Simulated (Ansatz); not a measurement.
MgS:

```xyz
2
Lattice="0.0000 2.8331 2.8331 2.8331 0.0000 2.8331 2.8331 2.8331 0.0000" Properties=species:S:1:pos:R:3 pbc="T T T"
S     1.4166    1.4166    1.4166
Mg    0.0000    0.0000    0.0000
```

The cell comes from a database or a generator and needn't be the stable form of this composition.

```yaml
Program: Ansatz 0.2.0
Task: single point
Functional: PBE
Potentials_or_basis: Ansatz PAW
Cutoff: "420 eV (not typed: the program's choice for these potentials)"
k_mesh: 8 × 8 × 8
Occupations: fermi-dirac, width 0.05 eV
Spin: no spin polarisation
```

On this cell: pressure 0.9 GPa; largest force zero by symmetry; band gap on the k mesh 3.45 eV, direct.

The same run follows on a disturbed copy (atoms moved at random, drawn with an rms of 0.05 Å):

```
S Mg
1.0
     0.00000    2.83312    2.83312
     2.83312    0.00000    2.83312
     2.83312    2.83312    0.00000
S Mg
1 1
Cartesian
  1.4079 1.4394 1.4292
  0.0410 -0.0268 -0.0051
```

Q: What changes?

A: The energy moves by +7.8 meV/atom; pressure 1.1 GPa; largest force 0.444 eV/Å; band gap on the k mesh 3.37 eV, direct.

Forces on the atoms (eV/Å):
```
S    0.296 -0.296 -0.148
Mg  -0.296  0.296  0.148
```

Stress tensor (GPa, compression positive):
```
 1.05 -0.52 -1.12
-0.52  1.05  1.12
-1.12  1.12  1.13
```

A k mesh can miss the band edges.
